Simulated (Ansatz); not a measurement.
Computed with DFT PBE, scalar-relativistic, plane waves, PAW in Ansatz 0.2.0. Settings: cutoff 420 eV, Γ-centred meshes spaced at most about 0.3 Å⁻¹, and about 0.25 Å⁻¹ or finer for metals (2π included), Gaussian smearing. No spin polarisation.

Temperature and zero-point effects are left out.

**Question.** Which of these relaxed structures of W₅C is the lowest in energy?
1.

```xyz
6
Lattice="3.0134 0.0000 0.0000 -1.5067 2.6097 0.0000 0.0000 0.0000 11.1647" Properties=species:S:1:pos:R:3 pbc="T T T"
W     0.0000    1.7398    1.2301
W     1.5067    0.8699    9.9347
W     0.0000    0.0000    5.5824
W     0.0000    1.7398    7.6941
W     1.5067    0.8699    3.4706
C     0.0000    0.0000    0.0000
```

2.

```xyz
6
Lattice="2.8350 0.0000 0.0000 -1.4175 2.4552 0.0000 0.0000 0.0000 12.5828" Properties=species:S:1:pos:R:3 pbc="T T T"
W     1.4175    0.8184    1.4284
W     1.4175    0.8184   11.1544
W     0.0000    0.0000    8.7175
W     0.0000    0.0000    3.8653
W     0.0000    1.6368    6.2914
C     0.0000    0.0000    0.0000
```

3.

```xyz
6
Lattice="-1.5709 1.5709 8.8289 1.5709 -1.5709 8.8289 1.5709 1.5709 -8.8289" Properties=species:S:1:pos:R:3 pbc="T T T"
W     0.0000    0.0000   10.8908
W     0.0000    0.0000    6.7670
W     0.0000    0.0000    0.0000
W     0.0000    0.0000   14.0707
W     0.0000    0.0000    3.5871
C     0.0000    0.0000    8.8289
```

4.

```xyz
6
Lattice="-3.2060 3.2060 2.1184 3.2060 -3.2060 2.1184 3.2060 3.2060 -2.1184" Properties=species:S:1:pos:R:3 pbc="T T T"
W     0.0000    0.0000    0.0000
W     3.9257    1.2318    0.0000
W     1.2318    2.4862    0.0000
W    -0.7198    1.9741    2.1184
W     1.9741    0.7198    2.1184
C     0.0000    0.0000    2.1184
```

**Answer.** 3. The next of these, cell 4, lies 34 meV/atom higher. Forms: cell 3 I4/mmm; cell 4 I4/m; cell 1 P-3m1; cell 2 P-6m2. Counting W atoms around C (those within 1.25 times the shortest such distance or 1.15 times the sum of covalent radii, 1.27 where that leaves under three): cell 3 has C 6; cell 4 has C 6; cell 1 has C 6; cell 2 has C 6. All come from invented guesses. Even the lowest of the cells shown lies +0.16 eV/atom against the elements.

Spin–orbit coupling, which can matter for W, is left out. Cells relaxed within their symmetry can be saddle points. Some candidate types were left out of the draw beforehand, so a known form may be missing.
